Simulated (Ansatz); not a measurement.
ScAlN2 as one 4-atom ordering (P4/mmm) on the rocksalt lattice, relaxed with r2SCAN: 3 runs in Ansatz 0.2.0, each a calculation of independent-particle optics. The symmetry is P4/mmm (No. 123, tetragonal); a = 3.045 Å, c = 4.319 Å in the conventional setting, 10.01 Å³ an atom. Around Sc lie 6 N at 2.15–2.16 Å; around N lie 4 Al at 2.15 Å and 2 Sc at 2.16 Å; around Al lie 6 N at 2.15–2.16 Å; around N lie 4 Sc at 2.15 Å and 2 Al at 2.16 Å. All values are calculated for a non-magnetic cell, which may be hypothetical.

```
CELL_PARAMETERS angstrom
3.04461 0.00000 0.00000
0.00000 3.04461 0.00000
0.00000 0.00000 4.31898
ATOMIC_POSITIONS crystal
Sc 0.00000 0.00000 0.00000
N 0.00000 0.00000 0.50000
Al 0.50000 0.50000 0.50000
N 0.50000 0.50000 0.00000
```

On meshes this coarse, single peaks can be features of the mesh. No local fields, no excitons; the zone sum runs over the cells of the mesh, and ε∞ includes the bands left out of the spectrum. Up to four peaks are listed, those above 15 % of the tallest and inside the complete range; the four can differ from row to row.

```csv
functional,k mesh,broadening (eV),scissors (eV),range (eV),direct gap on the mesh before scissors (eV),ε∞ xx,ε∞ yy,ε∞ zz,complete up to (eV),tallest peaks of mean ε₂ (eV)
PBE,6×6×4,0.1,0.00,0–12,0.70,9.59,9.59,7.85,12.0,5.85 6.75 7.35 7.70
r2SCAN,6×6×4,0.1,0.00,0–12,1.12,7.69,7.69,6.80,12.0,6.50 7.30 8.35 9.45
PBE,6×6×4,0.1,1.14 (to HSE06),0–12,0.70,7.68,7.68,6.79,12.0,7.00 7.90 8.50 8.85
```
